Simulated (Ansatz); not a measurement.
NaI in the rocksalt structure, relaxed with r2SCAN. It is cubic, Fm-3m (No. 225); conventional cell a = 6.459 Å, 33.69 Å³ an atom. Na is surrounded by 6 I at 3.23 Å; I is surrounded by 6 Na at 3.23 Å.

```cif
data_structure
_symmetry_space_group_name_H-M 'P 1'
_symmetry_Int_Tables_number 1
_cell_length_a 4.5675
_cell_length_b 4.5675
_cell_length_c 4.5675
_cell_angle_alpha 60.000
_cell_angle_beta 60.000
_cell_angle_gamma 60.000
_cell_volume 67.38
loop_
_atom_site_label
_atom_site_type_symbol
_atom_site_fract_x
_atom_site_fract_y
_atom_site_fract_z
_atom_site_occupancy
Na1 Na 0.00000 0.00000 0.00000 1
I1 I 0.50000 0.50000 0.50000 1
```

3 runs of the PAW code Ansatz on this cell differ in the functional (and in the settings that go with it). Levels are in eV from each run's valence top; v1 is the last filled band, c1 the first empty one.

Run A, mean stress +0.2 GPa (compression positive):
```
point     v2     v1    c1    c2
    Γ   0.00   0.00  4.69  9.02
    X  -0.81  -0.81  5.54  6.49
    U  -1.44  -0.66  6.26  7.73
    L  -0.31  -0.31  6.07  8.55
    W  -1.53  -0.99  6.93  8.54
```

Run B, mean stress +0.5 GPa (compression positive):
```
point     v2     v1    c1    c2
    Γ   0.00   0.00  3.66  7.96
    X  -0.75  -0.75  4.51  5.56
    U  -1.35  -0.61  5.22  6.70
    L  -0.28  -0.28  5.10  7.47
    W  -1.42  -0.94  5.85  7.51
```

Run C, mean stress 0.0 GPa (compression positive):
```
point     v2     v1    c1    c2
    Γ   0.00   0.00  4.45  8.54
    X  -0.77  -0.77  5.22  6.05
    U  -1.36  -0.62  5.90  7.30
    L  -0.30  -0.30  5.70  8.10
    W  -1.44  -0.94  6.58  8.09
```

**Question.** Match the runs to PBE, r2SCAN, HSE06.

**Answer.** A is HSE06, B is PBE, C is r2SCAN. In order of the gap: PBE 3.66, r2SCAN 4.45, HSE06 4.69 eV.

(Simulation; spin polarisation is off.)

Spin-orbit coupling is left out, which matters wherever the heavy atoms make up the band edges.

The program warns that its thresholds are loose for a hybrid's stress.
